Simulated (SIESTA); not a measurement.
The system is BP.

```
P B
1.0
     0.00000    2.26900    2.26900
     2.26900    0.00000    2.26900
     2.26900    2.26900    0.00000
P B
1 1
Direct
  0.75000 0.75000 0.75000
  0.00000 0.00000 0.00000
```

Base run:

| Property | Result |
| --- | --- |
| Program | SIESTA 5.4.2 |
| Functional | PBE |
| Potentials or basis | PseudoDojo 0.4 standard (PBE files) |
| Basis | DZ (energy shift 0.01 Ry) |
| Grid cutoff | 500 Ry |
| Energy shift | 0.01 Ry |
| k mesh | 10 × 10 × 10 |
| Occupations | fermi-dirac, width 0.05 eV |
| Spin | no spin polarisation |

Its results: band gap on the k mesh 2.49 eV, indirect (least direct gap 4.03 eV); pressure 9.0 GPa.

Problem. After a change of settings the same cell gave: band gap on the k mesh 3.15 eV, indirect (least direct gap 4.07 eV); pressure 15.8 GPa. Which change was it?
A. basis from DZ (energy shift 0.01 Ry) to DZ (energy shift 0.002 Ry); energy shift from 0.01 Ry to 0.002 Ry
B. basis from DZ (energy shift 0.01 Ry) to TZP (energy shift 0.01 Ry)
C. basis from DZ (energy shift 0.01 Ry) to SZ (energy shift 0.02 Ry); energy shift from 0.01 Ry to 0.02 Ry
D. basis from DZ (energy shift 0.01 Ry) to DZP (energy shift 0.003 Ry); energy shift from 0.01 Ry to 0.003 Ry

Solution. C.

Caveats: the basis has no polarisation orbitals; the basis of atomic orbitals isn't converged, which shifts pressures, moduli and gaps; so large a pressure means that the cell lies far from this level's equilibrium, or that cutoff or potentials fall short (some runs).

Not every run made on this cell is shown here.
